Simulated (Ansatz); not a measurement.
Bi$_{2}$Te$_{3}$ (R-3m), clamped-ion strain scan

Level of theory: DFT LDA, scalar-relativistic, plane waves, PAW (Ansatz). Settings: plane waves to 420 eV, k-mesh 12×12×12 (Γ-centred), Gaussian smearing 0.03 eV. Spin–orbit coupling is left out, which matters for the heavy elements here. No spin polarisation. Energies are free energies at this smearing, counted from the undisturbed cell; pressure is positive in compression.

Reference structure (as given, not relaxed at this level; it stands at -1.8 GPa):

```
CELL_PARAMETERS angstrom
2.19300 1.26613 10.16567
-2.19300 1.26613 10.16567
0.00000 -2.53226 10.16567
ATOMIC_POSITIONS crystal
Bi 0.40000 0.40000 0.40000
Bi 0.60000 0.60000 0.60000
Te 0.00000 0.00000 0.00000
Te 0.20950 0.20950 0.20950
Te 0.79050 0.79050 0.79050
```

The cell is strained by ε times the Voigt pattern (0, 0, 0, 1, 0, 0) (xx, yy, zz, yz, xz, xy; engineering shear) with fractional coordinates fixed.

```
      ε  ΔE (meV/atom) stress summed along the pattern (GPa, tension positive) pressure (GPa) gap on the mesh (eV)
-0.0600           20.9                                                    -3.43            -1.4                  0.13
-0.0300            5.1                                                    -1.64            -1.7                  0.19
 0.0000            0.0                                                     0.00            -1.8                  0.21
 0.0150            1.2                                                     0.77            -1.7                  0.20
 0.0450           10.5                                                     2.20            -1.6                  0.17
 0.0600              ?                                                     2.87               ?                  0.14
```

**Question.** Give the withheld values.

**Answer.** ΔE (meV/atom) at ε = 0.0600: 18.4; pressure (GPa) at ε = 0.0600: -1.5.

Cost: 6 runs of about 10 core-minutes in all, on Intel Xeon 6975P-C (Granite Rapids) (shared hosts).